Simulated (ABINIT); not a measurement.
A run of ABINIT 10.8.3 (patched build) is set up as follows.

Contents of run.abi:

```
pp_dirpath "./"
pseudos "As.upf"

acell 3*1.0
rprim
     3.5541910346     2.0520131505     6.6406147546
    -3.5541910346     2.0520131505     6.6406147546
     0.0000000000    -4.1040263011     6.6406147546
ntypat 1
znucl 33
natom 2
typat 1 1
chkprim 0
chksymtnons 0
tolsym 1.0e-6
xred
   0.2260000000   0.2260000000   0.2260000000
   0.7740000000   0.7740000000   0.7740000000

ecut 42.0
ecutsm 0.5

kptopt 1
ngkpt 7 7 7
nshiftk 1
shiftk 0.0 0.0 0.0

ixc 11

nband 19
occopt 3
tsmear 0.05 eV

nstep 80
tolvrs 1.0e-12

iomode 3
prteig 0
prtebands 0
prtwf 0
prtden 0

ionmov 2
optcell 2
ntime 50
tolmxf 2.0e-5
dilatmx 1.08
```

Potentials or basis: PseudoDojo NC SR PBE v0.4.1 standard.

Command:

```sh
$ mpirun --bind-to none -np 4 abinit run.abi > log 2>&1
```

(1) Predict the relaxed volume.

(2) What does it give for the relaxed cell?

(3) Estimate the band gap on the k mesh.

(4) Predict the space group after relaxing (to 0.05 Å).

Answers

(1) 22.48 Å³/atom.

(2) a = 4.186 Å, b = 4.186 Å, c = 4.186 Å, α = 54.29°, β = 54.29°, γ = 54.29°.

(3) none (metal or under the smearing width).

(4) R-3m (No. 166).
